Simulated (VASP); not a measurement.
# GaSb (F-43m) in VASP: further runs

The runs below take GaSb through band structure, optical spectrum, with LDA.

Program: VASP 6.6.1. These are calculated values, not measurements. Logs are shortened: lines on timing, memory, paths and dates and some standing lists are left out, and cuts for length are marked.

**The experiment to reproduce.**

From a printed reference work, data compilation, for a bulk crystal of GaSb at 4.2 K: band gap 0.811 eV (direct).

How close the calculation comes is told below.

## (1) Starting point

The structure is cubic, space group F-43m (No. 216). Conventional cell: a = 6.055 Å, b = 6.055 Å, c = 6.055 Å, α = 90.00°, β = 90.00°, γ = 90.00°. Ga (site symmetry -43m) has 4 Sb at 2.62 Å as nearest neighbours. Around Sb (site symmetry -43m) lie 4 Ga at 2.62 Å.

## (2) Band structure, LDA

Contents of POSCAR:

```
GaSb                                    
1.0
   -0.0000000000      3.0276288757      3.0276288757
    3.0276288757      0.0000000000      3.0276288757
    3.0276288757      3.0276288757      0.0000000000
  Ga              Sb            
     1     1
Direct
     0.0000000000000000    0.0000000000000000    0.0000000000000000
     0.2500000000000000    0.2500000000000000    0.2500000000000000
```

Contents of INCAR.step1:

```
SYSTEM = GaSb
ALGO = Fast
EDIFF = 1E-7
ENCUT = 520
ISIF = 2
ISMEAR = 0
LASPH = .True.
LCHARG = .True.
LREAL = .False.
LWAVE = .False.
NELM = 100
PREC = Accurate
SIGMA = 0.02
```

Contents of KPOINTS.step1:

```
k-points
0
Gamma
  10 10 10
  0 0 0
```

Contents of INCAR.step2:

```
SYSTEM = GaSb
ALGO = Fast
EDIFF = 1E-7
ENCUT = 520
ICHARG = 11
ISIF = 2
ISMEAR = 0
LASPH = .True.
LCHARG = .False.
LREAL = .False.
LWAVE = .False.
NELM = 100
PREC = Accurate
SIGMA = 0.05
```

Contents of KPOINTS.step2:

```
path GXWKGLUWLK,UX
15
line-mode
reciprocal
 0.0000000000  0.0000000000  0.0000000000  G
 0.5000000000  0.0000000000  0.5000000000  X

 0.5000000000  0.0000000000  0.5000000000  X
 0.5000000000  0.2500000000  0.7500000000  W

 0.5000000000  0.2500000000  0.7500000000  W
 0.3750000000  0.3750000000  0.7500000000  K

 0.3750000000  0.3750000000  0.7500000000  K
 0.0000000000  0.0000000000  0.0000000000  G

 0.0000000000  0.0000000000  0.0000000000  G
 0.5000000000  0.5000000000  0.5000000000  L

 0.5000000000  0.5000000000  0.5000000000  L
 0.6250000000  0.2500000000  0.6250000000  U

 0.6250000000  0.2500000000  0.6250000000  U
 0.5000000000  0.2500000000  0.7500000000  W

 0.5000000000  0.2500000000  0.7500000000  W
 0.5000000000  0.5000000000  0.5000000000  L

 0.5000000000  0.5000000000  0.5000000000  L
 0.3750000000  0.3750000000  0.7500000000  K

 0.6250000000  0.2500000000  0.6250000000  U
 0.5000000000  0.0000000000  0.5000000000  X
```

Potentials or basis: VASP PAW LDA potentials, release 64 (Ga_d, Sb).

Launch:

```console
> cat potpaw_LDA.64/Ga_d/POTCAR potpaw_LDA.64/Sb/POTCAR > POTCAR
> cp INCAR.step1 INCAR
> cp KPOINTS.step1 KPOINTS
> mpirun -np 1 vasp_std > vasp.out
> cp INCAR.step2 INCAR
> cp KPOINTS.step2 KPOINTS
> mpirun -np 1 vasp_std > vasp.out
```

OUTCAR:

```text
SYSTEM = GaSb
   EDIFF = 1E-7
   ENCUT = 520
   ICHARG = 11
   ISIF = 2
   ISMEAR = 0
   LASPH = .True.
   LREAL = .False.
   NELM = 100
   PREC = Accurate

 ion  position               nearest neighbor table
   1  0.000  0.000  0.000-   2 2.62   2 2.62   2 2.62   2 2.62
   2  0.250  0.250  0.250-   1 2.62   1 2.62   1 2.62   1 2.62

  LATTYP: Found a face centered cubic cell.
 ALAT       =     6.0552577514

  Lattice vectors:

 A1 = (   0.0000000000,   3.0276288757,   3.0276288757)
 A2 = (   3.0276288757,   0.0000000000,   3.0276288757)
 A3 = (   3.0276288757,   3.0276288757,   0.0000000000)

Analysis of symmetry for initial positions (statically):
=====================================================================
 Subroutine PRICEL returns:
 Original cell was already a primitive cell.

 Routine SETGRP: Setting up the symmetry group for a
 face centered cubic supercell.

 Subroutine GETGRP returns: Found 24 space group operations
 (whereof 24 operations were pure point group operations)
 out of a pool of 48 trial point group operations.

The static configuration has the point symmetry T_d .

Analysis of symmetry for dynamics (positions and initial velocities):
=====================================================================
 Subroutine PRICEL returns:
 Original cell was already a primitive cell.

 Routine SETGRP: Setting up the symmetry group for a
 face centered cubic supercell.

 Subroutine GETGRP returns: Found 24 space group operations
 (whereof 24 operations were pure point group operations)
 out of a pool of 48 trial point group operations.

The dynamic configuration has the point symmetry T_d .

 Subroutine INISYM returns: Found 24 space group operations
 (whereof 24 operations are pure point group operations),
 and found     1 'primitive' translations

----------------------------------------------------------------------------------------

                                     Primitive cell

  volume of cell :      55.5057

  direct lattice vectors                    reciprocal lattice vectors
     0.000000000  3.027628876  3.027628876    -0.165145736  0.165145736  0.165145736
     3.027628876  0.000000000  3.027628876     0.165145736 -0.165145736  0.165145736
     3.027628876  3.027628876  0.000000000     0.165145736  0.165145736 -0.165145736

  length of vectors
     4.281713818  4.281713818  4.281713818     0.286040806  0.286040806  0.286040806

  position of ions in fractional coordinates (direct lattice)
     0.000000000  0.000000000  0.000000000
     0.250000000  0.250000000  0.250000000

  ion indices of the primitive-cell ions
   primitive index   ion index
                 1           1
                 2           2

----------------------------------------------------------------------------------------

 KPOINTS: path GXWKGLUWLK,UX

Interpolating k-points between supplied coordinates.

 Line segments in fractional coordinates (reciprocal lattice):
    0.000000  0.000000  0.000000  ...  0.500000  0.000000  0.500000
    0.500000  0.000000  0.500000  ...  0.500000  0.250000  0.750000
    0.500000  0.250000  0.750000  ...  0.375000  0.375000  0.750000
    0.375000  0.375000  0.750000  ...  0.000000  0.000000  0.000000
    0.000000  0.000000  0.000000  ...  0.500000  0.500000  0.500000
    0.500000  0.500000  0.500000  ...  0.625000  0.250000  0.625000
    0.625000  0.250000  0.625000  ...  0.500000  0.250000  0.750000
    0.500000  0.250000  0.750000  ...  0.500000  0.500000  0.500000
    0.500000  0.500000  0.500000  ...  0.375000  0.375000  0.750000
    0.625000  0.250000  0.625000  ...  0.500000  0.000000  0.500000

 Generated    15 points on each line segment, for a total of    150 k-points:

 Following reciprocal coordinates:
            Coordinates               Weight
  0.000000  0.000000  0.000000      0.006667
  0.035714  0.000000  0.035714      0.006667
  0.071429  0.000000  0.071429      0.006667
  0.107143  0.000000  0.107143      0.006667
  0.142857  0.000000  0.142857      0.006667
  0.178571  0.000000  0.178571      0.006667
[... 16 lines left out ...]
  0.500000  0.125000  0.625000      0.006667
  0.500000  0.142857  0.642857      0.006667
 [... further k-points ...]
   k-points           NKPTS =    150   k-points in BZ     NKDIM =    150   number of bands    NBANDS=     13
   number of dos      NEDOS =    301   number of ions     NIONS =      2
   total plane-waves  NPLWV =  32768
   dimension x,y,z NGX =    32 NGY =   32 NGZ =   32
   dimension x,y,z NGXF=    64 NGYF=   64 NGZF=   64
   ions per type =               1   1
   NGX,Y,Z   is equivalent  to a cutoff of  12.42, 12.42, 12.42 a.u.
   NGXF,Y,Z  is equivalent  to a cutoff of  24.85, 24.85, 24.85 a.u.
 SYSTEM =  GaSb
   PREC   = accura    normal or accurate (medium, high low for compatibility)
   ISTART =      0    job   : 0-new  1-cont  2-samecut
   ICHARG =     11    charge: 1-file 2-atom 10-const
   ISPIN  =      1    spin polarized calculation?
   LNONCOLLINEAR =      F non collinear calculations
   LSORBIT =      F    spin-orbit coupling
   LASPH  =      T    aspherical Exc in radial PAW
   ENCUT  =  520.0 eV  38.22 Ry    6.18 a.u.   7.96  7.96  7.96*2*pi/ulx,y,z
   NELM   =    100;   NELMIN=  2; NELMDL=  0     # of ELM steps
   EDIFF  = 0.1E-06   stopping-criterion for ELM
   LREAL  =      F    real-space projection
   EDIFFG = 0.1E-05   stopping-criterion for IOM
   NSW    =      0    number of steps for IOM
   IBRION =     -1    ionic relax: 0-MD 1-quasi-New 2-CG
   NFREE  =      0    steps in history (QN), initial steepest desc. (CG)
   ISIF   =      2    stress and relaxation
   ISYM   =      2    0-nonsym 1-usesym 2-fastsym
   POTIM  = 0.5000    time-step for ionic-motion
   TEBEG  =    0.0;   TEEND  =   0.0 temperature during run
   PSTRESS=    0.0 pullay stress
   NELECT =      18.0000    total number of electrons
   NUPDOWN=      -1.0000    fix difference up-down
   EMIN   =  10.00;   EMAX   =-10.00  energy-range for DOS
   EFERMI =   0.00;   METHOD = LEGACY
   ISMEAR =     0;   SIGMA  =   0.05  broadening in eV -4-tet -1-fermi 0-gaus
   EFERMI_NEDOS =   21; number of points for ismear=-14 and -15
   IALGO  =     68    algorithm
   IMIX   =      4    mixing-type and parameters
     AMIX     =   0.40;   BMIX     =  1.00
     AMIX_MAG =   1.60;   BMIX_MAG =  1.00
  volume/ion in A,a.u.               =      27.75       187.29
  Fermi-wavevector in a.u.,A,eV,Ry     =   1.124742  2.125455 17.211985  1.265045
  Thomas-Fermi vector in A             =   2.261416
   LORBIT       =      0    0 simple, 1 ext, 2 COOP (PROOUT), +10 PAW based schemes
   GGA     = CA    functional components
   LHFCALC =     F    Hartree Fock is set to
   AEXX    =    0.0000 exact exchange contribution
   IVDW    =     0    specifies the selected vdW correction
   LEPSILON=     F    determine dielectric tensor
   LRPA    =     F    only Hartree local field effects (RPA)
 non-spin polarized calculation
 RMM-DIIS sequential band-by-band and
 Gauss-broadening in eV      SIGMA  =   0.05
  energy-cutoff  :      520.00
  volume of cell :       55.51
 maximum number of plane-waves:      1524
 NGX is ok and might be reduce to    32

 number of electron      17.9999988 magnetization

 Free energy of the ion-electron system (eV)
  ---------------------------------------------------
  ext. energy  EPLUGINS =         0.00000000
  ---------------------------------------------------
  free energy    TOTEN  =        -8.77980435 eV

  energy without entropy =       -8.77904665  energy(sigma->0) =       -8.77942550

 E-fermi :   5.0616     XC(G=0):  -9.5304

 val. band max:        5.0012803356   @ k =   0.0000   0.0000   0.0000
 cond. band min:       5.0992465827   @ k =   0.0000   0.0000   0.0000
 fundamental gap:      0.0979662472
 Fermi energy:         5.0616108515

 k-point     1 :       0.0000    0.0000    0.0000
  band No.  band energies     occupation
      1     -10.2065      2.00000
      2     -10.2065      2.00000
      3     -10.2065      2.00000
      4     -10.1512      2.00000
      5     -10.1512      2.00000
      6      -6.7329      2.00000
      7       5.0013      1.91207
      8       5.0013      1.91207
      9       5.0013      1.91207
     10       5.0992      0.28710
     11       7.7444      0.00000
     12       7.7444      0.00000
     13       7.7444      0.00000

 k-point     2 :       0.0357    0.0000    0.0357
  band No.  band energies     occupation
      1     -10.2072      2.00000
      2     -10.2062      2.00000
      3     -10.2062      2.00000
      4     -10.1513      2.00000
      5     -10.1511      2.00000
      6      -6.7147      2.00000
      7       4.4411      2.00000
      8       4.9221      1.99992
      9       4.9221      1.99992
     10       5.6449      0.00000
     11       7.6826      0.00000
     12       7.8460      0.00000
     13       7.8460      0.00000

 k-point     3 :       0.0714    0.0000    0.0714
  band No.  band energies     occupation
      1     -10.2094      2.00000
      2     -10.2052      2.00000
      3     -10.2052      2.00000
      4     -10.1516      2.00000
      5     -10.1509      2.00000
      6      -6.6601      2.00000
      7       3.8319      2.00000
      8       4.7147      2.00000
      9       4.7147      2.00000
     10       6.1947      0.00000
     11       7.5360      0.00000
     12       8.1202      0.00000
     13       8.1202      0.00000
[... 305 lines left out ...]
 k-point    23 :       0.5000    0.1250    0.6250
  band No.  band energies     occupation
      1     -10.2529      2.00000
      2     -10.1834      2.00000
      3     -10.1804      2.00000
      4     -10.1618      2.00000
      5     -10.1485      2.00000
      6      -4.1355      2.00000
      7      -1.9247      2.00000
      8       1.8590      2.00000
      9       1.9845      2.00000
     10       6.8634      0.00000
     11       7.1015      0.00000
     12      11.9650      0.00000
     13      12.0646      0.00000

 k-point    24 :       0.5000    0.1429    0.6429
  band No.  band energies     occupation
      1     -10.2520      2.00000
      2     -10.1844      2.00000
      3     -10.1806      2.00000
      4     -10.1611      2.00000
      5     -10.1490      2.00000
      6      -4.1299      2.00000
      7      -1.9088      2.00000
      8       1.7720      2.00000
      9       1.9207      2.00000
     10       7.1365      0.00000
     11       7.3675      0.00000
     12      11.5801      0.00000
     13      11.6718      0.00000

 [... further k-points ...]

------------------------ aborting loop because EDIFF is reached ----------------------------------------

  FORCE on cell =-STRESS in cart. coord.  units (eV):
  Direction    XX          YY          ZZ          XY          YZ          ZX
  --------------------------------------------------------------------------------------
  -------------------------------------------------------------------------------------
  Total       -0.5912434     -0.5912434     -0.5912434      0.0000000      0.0000000     -0.0000000
  in kB      -17.0662830    -17.0662830    -17.0662830      0.0000000      0.0000000     -0.0000000
  external PRESSURE =     -17.0662830 kB  Pullay stress =       0.0000000 kB

 VOLUME and BASIS-vectors are now :
 -----------------------------------------------------------------------------
  energy-cutoff  :      520.00
  volume of cell :       55.51
      direct lattice vectors                 reciprocal lattice vectors
     0.000000000  3.027628876  3.027628876    -0.165145736  0.165145736  0.165145736
     3.027628876  0.000000000  3.027628876     0.165145736 -0.165145736  0.165145736
     3.027628876  3.027628876  0.000000000     0.165145736  0.165145736 -0.165145736

 POSITION                                       TOTAL-FORCE (eV/Angst)
 -----------------------------------------------------------------------------------
      0.00000      0.00000      0.00000        -0.000000     -0.000000     -0.000000
      1.51381      1.51381      1.51381         0.000000      0.000000      0.000000
 -----------------------------------------------------------------------------------
    total drift:                                0.000000      0.000000      0.000001

  FREE ENERGIE OF THE ION-ELECTRON SYSTEM (eV)
  ---------------------------------------------------
  free  energy   TOTEN  =        -8.7798043471 eV

  energy  without entropy=       -8.7790466487  energy(sigma->0) =       -8.77942550
```

It took 80 s on 1 thread of Intel Xeon Platinum 8488C (Sapphire Rapids), shared host; peak memory 0.24 GiB.

Results:

```yaml
Band_gap_on_the_k_mesh: 0.10 eV, direct
Band_gap_along_the_path: 0.10 eV, direct
```

Levels at the corners of the path, in eV from the valence-band top:
| point | band 6 | band 7 | band 8 | band 9 | band 10 | band 11 | band 12 | band 13 |
| --- | --- | --- | --- | --- | --- | --- | --- | --- |
| Γ | -11.73 | 0.00 | 0.00 | 0.00 | 0.10 | 2.74 | 2.74 | 2.74 |
| X | -9.16 | -6.99 | -2.69 | -2.69 | 0.80 | 1.11 | 8.78 | 8.78 |
| X | -9.16 | -6.99 | -2.69 | -2.69 | 0.80 | 1.11 | 8.78 | 8.79 |
| W | -9.11 | -6.85 | -3.51 | -3.28 | 3.73 | 4.26 | 4.41 | 4.67 |
| W | -9.11 | -6.85 | -3.51 | -3.28 | 3.73 | 4.26 | 4.41 | 4.67 |
| K | -9.23 | -6.80 | -3.78 | -2.29 | 1.30 | 3.85 | 6.64 | 6.85 |
| K | -9.23 | -6.80 | -3.78 | -2.29 | 1.30 | 3.85 | 6.64 | 6.85 |
| Γ | -11.73 | 0.00 | 0.00 | 0.00 | 0.10 | 2.74 | 2.74 | 2.74 |
| Γ | -11.73 | 0.00 | 0.00 | 0.00 | 0.10 | 2.74 | 2.74 | 2.74 |
| L | -10.03 | -6.56 | -1.20 | -1.20 | 0.37 | 3.72 | 3.72 | 6.29 |
| L | -10.03 | -6.56 | -1.20 | -1.20 | 0.37 | 3.72 | 3.72 | 6.29 |
| U | -9.23 | -6.80 | -3.78 | -2.29 | 1.30 | 3.85 | 6.64 | 6.85 |
| U | -9.23 | -6.80 | -3.78 | -2.29 | 1.30 | 3.85 | 6.64 | 6.85 |
| W | -9.11 | -6.85 | -3.51 | -3.28 | 3.73 | 4.26 | 4.41 | 4.67 |
| W | -9.11 | -6.85 | -3.51 | -3.28 | 3.73 | 4.26 | 4.41 | 4.67 |
| L | -10.03 | -6.56 | -1.20 | -1.20 | 0.37 | 3.72 | 3.72 | 6.29 |
| L | -10.03 | -6.56 | -1.20 | -1.20 | 0.37 | 3.72 | 3.72 | 6.29 |
| K | -9.23 | -6.80 | -3.78 | -2.29 | 1.30 | 3.85 | 6.64 | 6.86 |
| U | -9.23 | -6.80 | -3.78 | -2.29 | 1.30 | 3.85 | 6.64 | 6.85 |
| X | -9.16 | -6.99 | -2.69 | -2.69 | 0.80 | 1.11 | 8.78 | 8.79 |

Caveat: the log is that of the step along the path at fixed density, whose energy, stress, charges and moments have no meaning; spin-orbit coupling is left out, which moves the levels of the heavy elements.

[end of part 1 of 2]
